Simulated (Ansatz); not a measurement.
The system is MnH2O2 (Pyrochroite).

```
CELL_PARAMETERS angstrom
3.25000 0.00000 0.00000
-1.62500 2.81458 0.00000
0.00000 0.00000 4.48000
ATOMIC_POSITIONS crystal
Mn 0.00000 0.00000 0.00000
O 0.66667 0.33333 0.77400
O 0.33333 0.66667 0.22600
H 0.66667 0.33333 0.55400
H 0.33333 0.66667 0.44600
```

Base run:

| Item | Value |
| --- | --- |
| Program | Ansatz 0.2.0 |
| Functional | PBEsol |
| Potentials or basis | all-electron LAPW, scalar-relativistic |
| Cutoff | 718 eV |
| Density cutoff | 2874 eV |
| Basis error allowed | 0.002 eV/atom |
| k mesh | 9 × 9 × 6 |
| Occupations | fermi-dirac, width 0.05 eV |
| Spin | collinear spin, ferromagnetic start |
| Starting moments | [4.0, 0.0, 0.0, 0.0, 0.0] μB |

Its results: pressure 6.2 GPa; net moment 5.00 μB per cell; site moments Mn +3.68; O +0.09; H +0.00 μB; largest force 0.903 eV/Å.

The run is repeated on the same cell with these changes: functional from PBEsol to LDA. What comes out?

Pressure 1.7 GPa; net moment 5.00 μB per cell; site moments Mn +3.67; O +0.10; H +0.00 μB; largest force 0.602 eV/Å.

LDA binds more tightly than PBEsol, so the same cell stands under less pressure.

Caveats: a cell with one magnetic atom can't hold antiferromagnetic order, which such compounds often take.

Not every run made on this cell is shown here.
